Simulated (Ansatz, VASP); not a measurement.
SrO in VASP and in Ansatz

```xyz
2
Lattice="0.0000 2.5323 2.5323 2.5323 0.0000 2.5323 2.5323 2.5323 0.0000" Properties=species:S:1:pos:R:3 pbc="T T T"
Sr    0.0000    0.0000    0.0000
O     2.5323    2.5323    2.5323
```

Alike in both runs: functional LDA; k mesh 6 × 6 × 6; occupations gaussian, width 0.02 eV; no spin polarisation.

Ansatz relaxed the structure, and its values are those at the end. VASP's run is a single point on that final structure, the one shown.

```csv
,VASP,Ansatz
version,VASP 6.6.1,Ansatz 0.2.0
potentials or method,"VASP PAW LDA potentials, release 64 (Sr_sv, O)","scalar-relativistic, plane waves, PAW"
plane-wave cutoff (eV),520,420
valence electrons in the cell,16,16
```

Ansatz gave:

```
gap on the k mesh at the Fermi level (eV) : 3.12
least direct gap on the mesh (eV)         : 3.16
pressure (GPa)                            : 0.0
```

Problem. Which values does VASP return?

Solution. gap on the k mesh at the Fermi level (eV): 3.06; least direct gap on the mesh (eV): 3.11; pressure (GPa): 0.8.

Ansatz warned: «pseudo_functional_mismatch».

A k mesh can miss the band edges. LDA gaps usually lie below the measured ones, often by a third to a half.
